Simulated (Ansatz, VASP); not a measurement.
# One calculation of Mo, two programs

```
CELL_PARAMETERS angstrom
2.87229 0.00000 0.00000
-1.43614 2.48747 0.00000
0.00000 0.00000 2.55518
ATOMIC_POSITIONS crystal
Mo 0.00000 0.00000 0.50000
```

Change from the starting cell: strain +0.0500 x Voigt [1, 1, 0, 0, 0, 0], atoms carried along.

Alike in both runs: task single point; functional PBEsol; k mesh 18 × 18 × 18; occupations gaussian, width 0.15 eV; no spin polarisation.

|  | VASP | Ansatz |
| --- | --- | --- |
| version | VASP 6.6.1 | Ansatz 0.2.0 |
| potentials or method | VASP PAW PBE potentials, release 64 (Mo_sv) | scalar-relativistic, plane waves, PAW |
| plane-wave cutoff (eV) | 520 | 420 |
| valence electrons in the cell | 14 | 14 |

```csv
,VASP,Ansatz,Ansatz less VASP
gap on the k mesh at the Fermi level (eV),none,none,-
pressure (GPa),-20.0,-20.3,-0.33
largest component of the traceless stress (GPa),2.41,2.23,-0.174
```

A gap of «none» marks a metal or a gap that the smearing closes.

Caveats: so large a pressure means that the cell lies far from this level's equilibrium, or that cutoff or potentials fall short (VASP); the potentials were made for another functional, which shifts forces and pressure (VASP).
